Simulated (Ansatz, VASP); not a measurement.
## Ti: VASP and Ansatz over several settings

```
CELL_PARAMETERS angstrom
2.95000 0.00000 0.00000
-1.47500 2.55477 0.00000
0.00000 0.00000 4.68000
ATOMIC_POSITIONS crystal
Ti 0.66667 0.33333 0.75000
Ti 0.33333 0.66667 0.25000
```

Single points on this cell with VASP 6.6.1 and Ansatz 0.2.0. Each row is one pair of runs. Alike in all rows: spin: off; VASP's potentials, cutoff: VASP PAW PBE potentials, release 64 (Ti_sv), 520 eV.

| level | k mesh | smearing | Ansatz's potentials, cutoff | gap on the k mesh at the Fermi level (eV), VASP | gap on the k mesh at the Fermi level (eV), Ansatz | pressure (GPa), VASP | pressure (GPa), Ansatz | largest component of the traceless stress (GPa), VASP | largest component of the traceless stress (GPa), Ansatz |
| --- | --- | --- | --- | --- | --- | --- | --- | --- | --- |
| r2SCAN | 10 × 10 × 6 | fermi-dirac, width 0.05 eV | Ansatz PAW, 500 eV | none | none | -1.7 | -2.1 | 0.40 | 0.41 |
| PBE | 9 × 9 × 5 | fermi-dirac, width 0.05 eV | Ansatz PAW, 420 eV | none | none | -1.8 | -1.6 | 0.43 | 0.44 |
| PBE | 10 × 10 × 6 | gaussian, width 0.011 eV | Ansatz PAW, 420 eV | none | none | -1.7 | -1.4 | 0.21 | 0.20 |

Pressure (GPa): the two programs differ by at most 0.35; largest component of the traceless stress (GPa): the two programs differ by at most 0.01.

A gap of «none» marks a metal or a gap that the smearing closes.

Caveats: the PAW data sets were made with another functional, which shifts forces and pressure a little (VASP); the PAW data sets come from PBE, with cores solved anew for the run's functional, which leaves a small shift of forces and pressure (Ansatz).
